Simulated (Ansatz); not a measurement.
A run of Ansatz 0.2.0 is set up as follows.

Contents of input.yaml:

```yaml
crystal:
  lattice:
    - [-1.579956, 1.556924, 1.56022]
    - [1.602763, -1.578656, 1.604758]
    - [1.61242, 1.61112, -1.581952]
  atoms:
    - { symbol: Al, position: [0.0, 0.0, 0.0] }
hamiltonian:
  xc: blyp
  pseudopotentials: { kind: paw, accuracy: stringent }
  dispersion: d3bj
kpoints:
  mp_grid: { grid: [9, 9, 9] }
scf:
  occupations: { method: methfessel_paxton, width: 0.1 }
  n_extra_bands: 6
output:
  forces: true
  stress: true
  eigenvalues: true
  dos: { projected: true, de: 0.05, nscf_kmesh: { grid: [14, 14, 14] } }
  write_density: true
  write_potential: true
  elf: true
  volumetric_format: npy
```

Potentials or basis: SSSP precision PAW.

The run is started by

```sh
$ ansatz run input.yaml --threads 1 --pin off --max-ram 2560MiB --backend cpu --events-out ev --progress --plain --runs-dir out
```

Problem. Estimate the band gap on the k mesh.

Solution. None (metal or under the smearing width).

Problem. What does it give for the pressure?

Solution. -0.8 GPa.

Problem. Predict the density of states at the Fermi level.

Solution. 0.42 states/eV per cell.

States per cell in windows of 1 eV (zero at the Fermi level; states under -8 eV left out):
```csv
from (eV),total,Al 3p,Al 3s
-8.0,0.22,0.15,0.07
-7.0,0.25,0.17,0.08
-6.0,0.29,0.20,0.09
-5.0,0.34,0.26,0.08
-4.0,0.30,0.22,0.08
-3.0,0.34,0.21,0.12
-2.0,0.40,0.27,0.13
-1.0,0.38,0.25,0.12
0.0,0.43,0.28,0.12
1.0,0.47,0.31,0.12
2.0,0.49,0.34,0.11
3.0,0.46,0.32,0.09
4.0,0.46,0.30,0.08
5.0,0.48,0.28,0.07
6.0,0.51,0.28,0.08
7.0,0.53,0.28,0.07
```

Caveat: pairwise dispersion overbinds metals, which lowers pressure and volume.
